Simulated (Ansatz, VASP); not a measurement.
# One calculation of Hf, two programs

```
CELL_PARAMETERS angstrom
-1.73495 1.77105 1.73495
1.77105 -1.73495 1.73495
1.69885 1.69885 -1.69885
ATOMIC_POSITIONS crystal
Hf 0.00000 0.00000 0.00000
```

Alike in both runs: task single point; functional PBEsol; k mesh 15 × 15 × 15; occupations gaussian, width 0.1 eV; no spin polarisation.

|  | VASP | Ansatz |
| --- | --- | --- |
| version | VASP 6.6.1 | Ansatz 0.2.0 |
| potentials or method | VASP PAW PBE potentials, release 64 (Hf_pv) | scalar-relativistic, plane waves, PAW |
| plane-wave cutoff (eV) | 520 | 420 |
| valence electrons in the cell | 10 | 26 |

|  | VASP | Ansatz | Ansatz less VASP |
| --- | --- | --- | --- |
| gap on the k mesh at the Fermi level (eV) | none | none | - |
| pressure (GPa) | 1.8 | 2.1 | +0.23 |
| largest component of the traceless stress (GPa) | 1.13 | 1.13 | +0.009 |

A gap of «none» marks a metal or a gap that the smearing closes. With one functional, cell and mesh, what is left measures potentials, basis and numerics. The two sets of potentials don't hold the same shells in valence.

Caveats: the PAW data sets were made with another functional, which shifts forces and pressure a little (VASP). The runs have no spin-orbit coupling, so splittings on Hf are missing.
